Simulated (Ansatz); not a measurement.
**Y: strong compression**

Aim: compress Y (fcc type) step by step, far beyond the usual range, and follow pressure and electronic structure. The runs shown use PAW. Its runs: cell relaxed at zero pressure (PAW); volume scaled by 1 (PAW and PAW (core large)); volume scaled by 0.88 (PAW); volume scaled by 0.78 (PAW); volume scaled by 0.68 (PAW); volume scaled by 0.58 (PAW); volume scaled by 0.5 (PAW); volume scaled by 0.43 (PAW and PAW (core large)).

Method: DFT PBE, with the methods named in each step, in Ansatz 0.2.0.

### Step 1. The starting structure

Symmetry: Fm-3m, No. 225, cubic system. Conventional cell: a = 5.089 Å, b = 5.089 Å, c = 5.089 Å, α = 90.00°, β = 90.00°, γ = 90.00°. Around Y (site symmetry m-3m) lie 12 Y at 3.60 Å.

Coordinates:

```cif
data_structure
_symmetry_space_group_name_H-M 'Fm-3m'
_symmetry_Int_Tables_number 225
_cell_length_a 5.0886
_cell_length_b 5.0886
_cell_length_c 5.0886
_cell_angle_alpha 90.000
_cell_angle_beta 90.000
_cell_angle_gamma 90.000
_cell_volume 131.76
loop_
_atom_site_label
_atom_site_type_symbol
_atom_site_symmetry_multiplicity
_atom_site_Wyckoff_symbol
_atom_site_fract_x
_atom_site_fract_y
_atom_site_fract_z
_atom_site_occupancy
Y1 Y 4 a 0.00000 0.00000 0.00000 1
```

The file gives the conventional cell by its symmetry; the runs use the cell typed in the input.

Whether this phase is the stable one at these pressures isn't tested.

### Step 2. Cell relaxed at zero pressure, PAW

Input file input.yaml:

```yaml
crystal:
  lattice:
    - [0.0, 2.5442778266, 2.5442778266]
    - [2.5442778266, 0.0, 2.5442778266]
    - [2.5442778266, 2.5442778266, 0.0]
  atoms:
    - { symbol: "Y", position: [0.0, 0.0, 0.0] }
kpoints:
  mp_grid: { grid: [14, 14, 14] }
scf:
  occupations: { method: fermi_dirac, width: 0.08 }
hamiltonian:
  xc: pbe
  pseudopotentials: { kind: paw }
output:
  forces: true
  stress: true
relax:
  f_tol: 0.005
  max_steps: 40
  cell: {}
```

Started as:

```
ansatz run input.yaml --threads 1 --pin off --max-ram 2048MiB --backend cpu --events-out ev --progress --plain --runs-dir out
```

Further steps of the session: Volume scaled by 1, PAW; Volume scaled by 1, PAW (core large); Volume scaled by 0.88, PAW; Volume scaled by 0.78, PAW; Volume scaled by 0.68, PAW; Volume scaled by 0.58, PAW; Volume scaled by 0.5, PAW; Volume scaled by 0.43, PAW; Volume scaled by 0.43, PAW (core large).

Q: Predict the outcome of this session. Wanted: PAW pressure at 0.43 of the volume; PAW; fitted bulk modulus at zero pressure.

**Answer**, as computed:

```
                                       quantity      value
             PAW pressure at 0.43 of the volume  117.9 GPa
PAW (core large) pressure at 0.43 of the volume  117.9 GPa
     fitted bulk modulus at zero pressure (PAW)     35 GPa
                        its pressure derivative       3.48
```

At 0.43 of the starting volume PAW gives 118 GPa. A third-order Birch-Murnaghan curve fits the range only roughly (B₀ = 35 GPa, B′ = 3.48, misfit at most 1.50 GPa). A fit over so wide a range leans to the high pressures, so B₀ can be off by several per cent. No all-electron run checks these rows here, and frozen cores can fail under such compression. The ions are at rest, and the electrons smeared by 0.08 eV.
